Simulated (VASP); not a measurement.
# HfC (Fm-3m) in VASP: single point with HSE06

Aim: the single point of HfC with HSE06.

Everything below comes from runs of VASP 6.6.1. Logs are shortened: lines on timing, memory, paths and dates and some standing lists are left out, and cuts for length are marked.

## (1) The structure

Symmetry: Fm-3m, No. 225, cubic system. Conventional cell: a = 4.605 Å, b = 4.605 Å, c = 4.605 Å, α = 90.00°, β = 90.00°, γ = 90.00°. Around Hf (site symmetry m-3m) lie 6 C at 2.30 Å. Around C (site symmetry m-3m) lie 6 Hf at 2.30 Å.

The cell is a database's computed one.

## (2) Single point, HSE06

POSCAR

```
HfC
1.0
    0.0000000000      2.3024500000      2.3024500000
    2.3024500000      0.0000000000      2.3024500000
    2.3024500000      2.3024500000      0.0000000000
Hf C
1 1
Direct
    0.0000000000      0.0000000000      0.0000000000
    0.5000000000      0.5000000000      0.5000000000
```

INCAR.step1

```
SYSTEM = HfC
  PREC = Accurate
  ENCUT = 520
  EDIFF = 1E-5
  ISMEAR = 0
  SIGMA = 0.1
  LREAL = .False.
  LASPH = .True.
  NELM = 100
  ALGO = Normal
  ISIF = 2
  LWAVE = .True.
  NBANDS = 14
  GGA = PE
```

INCAR.step2

```
SYSTEM = HfC
  PREC = Accurate
  ENCUT = 520
  EDIFF = 1E-7
  ISMEAR = 0
  SIGMA = 0.1
  LREAL = .False.
  LASPH = .True.
  NELM = 100
  ALGO = Normal
  ISIF = 2
  LWAVE = .False.
  LCHARG = .True.
  GGA = PE
  LHFCALC = .True.
  HFSCREEN = 0.2
  PRECFOCK = Fast
  LELF = .True.
  LVHAR = .True.
  NBANDS = 14
  ISTART = 1
```

KPOINTS

```
Automatic mesh
0
Gamma
  8 8 8
  0 0 0
```

Potentials or basis: VASP PAW PBE potentials, release 64 (Hf_pv, C).

Started as:

```sh
> cat potpaw_PBE.64/Hf_pv/POTCAR potpaw_PBE.64/C/POTCAR > POTCAR
> cp INCAR.step1 INCAR
> mpirun -np 1 vasp_std > vasp.out
> cp INCAR.step2 INCAR
> mpirun -np 1 vasp_std > vasp.out
```

OUTCAR:

```text
SYSTEM = HfC
   PREC = Accurate
   ENCUT = 520
   EDIFF = 1E-7
   ISMEAR = 0
   LREAL = .False.
   LASPH = .True.
   NELM = 100
   ISIF = 2
   GGA = PE
   LHFCALC = .True.
   HFSCREEN = 0.2
   PRECFOCK = Fast
   ISTART = 1

 ion  position               nearest neighbor table
   1  0.000  0.000  0.000-   2 2.30   2 2.30   2 2.30   2 2.30   2 2.30   2 2.30
   2  0.500  0.500  0.500-   1 2.30   1 2.30   1 2.30   1 2.30   1 2.30   1 2.30

  LATTYP: Found a face centered cubic cell.
 ALAT       =     4.6049000000

  Lattice vectors:

 A1 = (   0.0000000000,   2.3024500000,   2.3024500000)
 A2 = (   2.3024500000,   0.0000000000,   2.3024500000)
 A3 = (   2.3024500000,   2.3024500000,   0.0000000000)

Analysis of symmetry for initial positions (statically):
=====================================================================
 Subroutine PRICEL returns:
 Original cell was already a primitive cell.

 Routine SETGRP: Setting up the symmetry group for a
 face centered cubic supercell.

 Subroutine GETGRP returns: Found 48 space group operations
 (whereof 48 operations were pure point group operations)
 out of a pool of 48 trial point group operations.

The static configuration has the point symmetry O_h .

Analysis of symmetry for dynamics (positions and initial velocities):
=====================================================================
 Subroutine PRICEL returns:
 Original cell was already a primitive cell.

 Routine SETGRP: Setting up the symmetry group for a
 face centered cubic supercell.

 Subroutine GETGRP returns: Found 48 space group operations
 (whereof 48 operations were pure point group operations)
 out of a pool of 48 trial point group operations.

The dynamic configuration has the point symmetry O_h .

 Subroutine INISYM returns: Found 48 space group operations
 (whereof 48 operations are pure point group operations),
 and found     1 'primitive' translations

----------------------------------------------------------------------------------------

                                     Primitive cell

  volume of cell :      24.4118

  direct lattice vectors                    reciprocal lattice vectors
     0.000000000  2.302450000  2.302450000    -0.217159982  0.217159982  0.217159982
     2.302450000  0.000000000  2.302450000     0.217159982 -0.217159982  0.217159982
     2.302450000  2.302450000  0.000000000     0.217159982  0.217159982 -0.217159982

  length of vectors
     3.256156017  3.256156017  3.256156017     0.376132122  0.376132122  0.376132122

  position of ions in fractional coordinates (direct lattice)
     0.000000000  0.000000000  0.000000000
     0.500000000  0.500000000  0.500000000

  ion indices of the primitive-cell ions
   primitive index   ion index
                 1           1
                 2           2

----------------------------------------------------------------------------------------

 KPOINTS: Automatic mesh

Automatic generation of k-mesh.
 Grid dimensions read from file:
 generate k-points for:    8    8    8

 Generating k-lattice:

  Cartesian coordinates                     Fractional coordinates (reciprocal lattice)
    -0.027144998  0.027144998  0.027144998     0.125000000  0.000000000  0.000000000
     0.027144998 -0.027144998  0.027144998     0.000000000  0.125000000  0.000000000
     0.027144998  0.027144998 -0.027144998     0.000000000  0.000000000  0.125000000

  Length of vectors
     0.047016515  0.047016515  0.047016515

  Shift w.r.t. Gamma in fractional coordinates (k-lattice)
     0.000000000  0.000000000  0.000000000

 Subroutine IBZKPT returns following result:
 ===========================================

 Found     29 irreducible k-points:

 Following reciprocal coordinates:
            Coordinates               Weight
  0.000000  0.000000  0.000000      1.000000
  0.125000  0.000000  0.000000      8.000000
  0.250000  0.000000  0.000000      8.000000
  0.375000  0.000000  0.000000      8.000000
  0.500000  0.000000  0.000000      4.000000
  0.125000  0.125000  0.000000      6.000000
[... 16 lines left out ...]
  0.500000  0.250000  0.125000     48.000000
 -0.375000  0.250000  0.125000     24.000000
 [... further k-points ...]
   k-points           NKPTS =     29   k-points in BZ     NKDIM =    512   number of bands    NBANDS=     14
   number of dos      NEDOS =    301   number of ions     NIONS =      2
   total plane-waves  NPLWV =  13824
   dimension x,y,z NGX =    24 NGY =   24 NGZ =   24
   dimension x,y,z NGXF=    48 NGYF=   48 NGZF=   48
   ions per type =               1   1
   NGX,Y,Z   is equivalent  to a cutoff of  12.25, 12.25, 12.25 a.u.
   NGXF,Y,Z  is equivalent  to a cutoff of  24.51, 24.51, 24.51 a.u.
 SYSTEM =  HfC
   PREC   = accura    normal or accurate (medium, high low for compatibility)
   ISTART =      1    job   : 0-new  1-cont  2-samecut
   ICHARG =      0    charge: 1-file 2-atom 10-const
   ISPIN  =      1    spin polarized calculation?
   LNONCOLLINEAR =      F non collinear calculations
   LSORBIT =      F    spin-orbit coupling
   LASPH  =      T    aspherical Exc in radial PAW
   ENCUT  =  520.0 eV  38.22 Ry    6.18 a.u.   6.05  6.05  6.05*2*pi/ulx,y,z
   NELM   =    100;   NELMIN=  2; NELMDL=  0     # of ELM steps
   EDIFF  = 0.1E-06   stopping-criterion for ELM
   LREAL  =      F    real-space projection
   EDIFFG = 0.1E-05   stopping-criterion for IOM
   NSW    =      0    number of steps for IOM
   IBRION =     -1    ionic relax: 0-MD 1-quasi-New 2-CG
   NFREE  =      0    steps in history (QN), initial steepest desc. (CG)
   ISIF   =      2    stress and relaxation
   ISYM   =      3    0-nonsym 1-usesym 2-fastsym
   POTIM  = 0.5000    time-step for ionic-motion
   TEBEG  =    0.0;   TEEND  =   0.0 temperature during run
   PSTRESS=    0.0 pullay stress
   NELECT =      14.0000    total number of electrons
   NUPDOWN=      -1.0000    fix difference up-down
   EMIN   =  10.00;   EMAX   =-10.00  energy-range for DOS
   EFERMI =   0.00;   METHOD = LEGACY
   ISMEAR =     0;   SIGMA  =   0.10  broadening in eV -4-tet -1-fermi 0-gaus
   EFERMI_NEDOS =   21; number of points for ismear=-14 and -15
   IALGO  =     38    algorithm
   IMIX   =      1    mixing-type and parameters
     AMIX     =   0.40;   BMIX     =  1.00
     AMIX_MAG =   1.60;   BMIX_MAG =  1.00
  volume/ion in A,a.u.               =      12.21        82.37
  Fermi-wavevector in a.u.,A,eV,Ry     =   1.360141  2.570294 25.170559  1.849984
  Thomas-Fermi vector in A             =   2.486829
   LORBIT       =      0    0 simple, 1 ext, 2 COOP (PROOUT), +10 PAW based schemes
   GGA     = PE    functional components
   LHFCALC =     T    Hartree Fock is set to
   PRECFOCK=fast      Normal, Fast or Accurate (Low or Medium for compatibility)
   ENCUT4O =  -1.0   cutoff for four orbital integrals eV
   NKREDX  =     1    reduce k-point grid by
   NKREDY  =     1    reduce k-point grid by
   NKREDZ  =     1    reduce k-point grid by
   AEXX    =    0.2500 exact exchange contribution
   HFSCREEN=    0.2000 screening length (either q_TF or 0.3 A-1)
   HFSCREENC=   0.2000 screening length for correlation (either q_TF or 0.3 A-1)
   ENCUTFOCK=  -1.0 apply spherical cutoff to Coloumb kernel
   IVDW    =     0    specifies the selected vdW correction
   LEPSILON=     F    determine dielectric tensor
   LRPA    =     F    only Hartree local field effects (RPA)
 non-spin polarized calculation
 Gauss-broadening in eV      SIGMA  =   0.10
  energy-cutoff  :      520.00
  volume of cell :       24.41
 maximum number of plane-waves:       684
  NGX = 14; NGY = 14; NGZ = 14

 number of electron      14.0000002 magnetization

 Free energy of the ion-electron system (eV)
  ---------------------------------------------------
  ext. energy  EPLUGINS =         0.00000000
  ---------------------------------------------------
  free energy    TOTEN  =       -24.05247537 eV

  energy without entropy =      -24.05170452  energy(sigma->0) =      -24.05208995

 E-fermi :   5.7995     XC(G=0): -10.1599

 val. band max:        5.7078863951   @ k =   0.5000   0.5000   0.0000
 cond. band min:       5.9094021096   @ k =   0.1250   0.1250   0.0000
 fundamental gap:      0.2015157145
 Fermi energy:         5.7995144924

 k-point     1 :       0.0000    0.0000    0.0000
  band No.  band energies     occupation
      1     -25.6791      2.00000
      2     -25.6791      2.00000
      3     -25.6791      2.00000
      4      -8.2023      2.00000
      5       7.0315      0.00000
      6       7.0315      0.00000
      7       7.0315      0.00000
      8       7.9217      0.00000
      9       7.9217      0.00000
     10       7.9217      0.00000
     11       9.9780      0.00000
     12       9.9780      0.00000
     13      14.1594      0.00000
     14      17.9031      0.00000

 k-point     2 :       0.1250    0.0000    0.0000
  band No.  band energies     occupation
      1     -25.8125      2.00000
      2     -25.6903      2.00000
      3     -25.6903      2.00000
      4      -7.7577      2.00000
      5       5.0200      2.00000
      6       5.5321      1.99984
      7       5.5322      1.99984
      8       8.5364      0.00000
      9       8.5364      0.00000
     10       8.8938      0.00000
     11      11.7517      0.00000
     12      11.7517      0.00000
     13      15.0374      0.00000
     14      19.0756      0.00000
[... 343 lines left out ...]
      1     -26.3356      2.00000
      2     -25.9594      2.00000
      3     -25.8053      2.00000
      4      -5.0594      2.00000
      5       0.4949      2.00000
      6       2.8021      2.00000
      7       3.2051      2.00000
      8       9.2647      0.00000
      9      12.4953      0.00000
     10      12.8622      0.00000
     11      14.5071      0.00000
     12      16.5412      0.00000
     13      19.3349      0.00000
     14      20.7946      0.00000

 k-point    24 :      -0.3750    0.2500    0.1250
  band No.  band energies     occupation
      1     -26.4028      2.00000
      2     -25.9811      2.00000
      3     -25.8303      2.00000
      4      -4.6370      2.00000
      5       0.1082      2.00000
      6       2.5884      2.00000
      7       2.9110      2.00000
      8      10.7374      0.00000
      9      11.1334      0.00000
     10      13.2271      0.00000
     11      16.1672      0.00000
     12      16.9235      0.00000
     13      18.3900      0.00000
     14      21.1959      0.00000

 [... further k-points ...]

------------------------ aborting loop because EDIFF is reached ----------------------------------------

  FORCE on cell =-STRESS in cart. coord.  units (eV):
  Direction    XX          YY          ZZ          XY          YZ          ZX
  --------------------------------------------------------------------------------------
  -------------------------------------------------------------------------------------
  Total        0.4757814      0.4757814      0.4757814     -0.0000000      0.0000000      0.0000000
  in kB       31.2260750     31.2260750     31.2260750     -0.0000000      0.0000000      0.0000000
  external PRESSURE =      31.2260750 kB  Pullay stress =       0.0000000 kB

 VOLUME and BASIS-vectors are now :
 -----------------------------------------------------------------------------
  energy-cutoff  :      520.00
  volume of cell :       24.41
      direct lattice vectors                 reciprocal lattice vectors
     0.000000000  2.302450000  2.302450000    -0.217159982  0.217159982  0.217159982
     2.302450000  0.000000000  2.302450000     0.217159982 -0.217159982  0.217159982
     2.302450000  2.302450000  0.000000000     0.217159982  0.217159982 -0.217159982

 POSITION                                       TOTAL-FORCE (eV/Angst)
 -----------------------------------------------------------------------------------
      0.00000      0.00000      0.00000         0.000000     -0.000000      0.000000
      2.30245      2.30245      2.30245        -0.000000      0.000000     -0.000000
 -----------------------------------------------------------------------------------
    total drift:                                0.000007      0.000010      0.000010

  FREE ENERGIE OF THE ION-ELECTRON SYSTEM (eV)
  ---------------------------------------------------
  free  energy   TOTEN  =       -24.0524753719 eV

  energy  without entropy=      -24.0517045203  energy(sigma->0) =      -24.05208995
```

It took 44 min on 1 thread of Intel Xeon Platinum 8259CL at 2.50GHz (Skylake/Cascade Lake), shared host; peak memory 0.27 GiB.

What came out:

| Property | Result |
| --- | --- |
| Free energy | -24.0525 eV |
| Pressure | 3.1 GPa |
| Band gap on the k mesh | none (metal or under the smearing width) |

Caveat: the PAW data sets were made with another functional, which shifts forces and pressure a little.
